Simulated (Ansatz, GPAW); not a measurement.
## KBr: 3 runs at one level of theory

```
Br K
1.0
     0.00000    3.30000    3.30000
     3.30000    0.00000    3.30000
     3.30000    3.30000    0.00000
Br K
1 1
Direct
  0.50000 0.50000 0.50000
  0.00000 0.00000 0.00000
```

Alike in all runs: task band structure; functional revPBE; k mesh 7 × 7 × 7; occupations fermi-dirac, width 0.05 eV; no spin polarisation; no spin-orbit coupling. Pressure is positive in compression and, in plane waves, holds the error of the finite cutoff, which Ansatz's Pulay term estimates and takes out. Gaps are the smaller of the mesh's and the band path's.

| program and potentials | plane-wave cutoff (eV) | notes | band gap (eV) | pressure (GPa) |
| --- | --- | --- | --- | --- |
| Ansatz, Ansatz PAW | 420 | potentials made for PBE, which Ansatz adapts in part | 4.72 | 1.86 |
| GPAW, the program's PAW data sets (release 1.2.1) made for this functional | 600 | - | 4.73 | 1.84 |
| Ansatz, all-electron LAPW, scalar-relativistic | - | - | 4.72 | 1.86 |

The band gap spans 4.72 (Ansatz, all-electron LAPW, scalar-relativistic) to 4.73 eV (GPAW, the program's PAW data sets (release 1.2.1) made for this functional), with all-electron results at 4.72. The pressure spans 1.84 (GPAW, the program's PAW data sets (release 1.2.1) made for this functional) to 1.86 GPa (Ansatz, Ansatz PAW), with all-electron results at 1.86. Some sets were made for another functional than the one run, which can shift their rows. Spin-orbit coupling, left out here, moves the band edges of heavy atoms.

Differences between rows come from potentials, basis sets and numerical settings, since the functional is the same but for its coding. Runs on potential files found faulty are left out.
